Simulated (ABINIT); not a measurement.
Crystal: Ge.

```
Ge
1.0
     3.99759    0.00000    0.00000
    -1.99879    3.46201    0.00000
     0.00000    0.00000    6.59938
Ge
4
Direct
  0.33333 0.66667 0.93710
  0.66667 0.33333 0.43710
  0.33333 0.66667 0.56290
  0.66667 0.33333 0.06290
```

This isn't the form of Ge at room conditions, which is diamond.

Base run:

* Program: ABINIT 10.8.3 (patched build)
* Functional: RPBE
* Potentials or basis: Ansatz PAW PBE default generated set, frozen core
* Cutoff: 490 eV
* k mesh: 8 × 8 × 4
* Occupations: fermi-dirac, width 0.05 eV
* Spin: no spin polarisation

Its results: band gap on the k mesh none (metal or under the smearing width); pressure 4.7 GPa; largest force 0.015 eV/Å.

Q: After a change of settings the same cell gave: band gap on the k mesh 0.19 eV, direct; pressure 6.6 GPa; largest force 0.025 eV/Å. Which change was it?
A. functional from RPBE to WC
B. functional from RPBE to BLYP
C. functional from RPBE to r2SCAN
D. functional from RPBE to PBEsol

A: B.

Caveats: the PAW data sets were made with another functional, which shifts forces and pressure a little; the atomic spheres overlap.
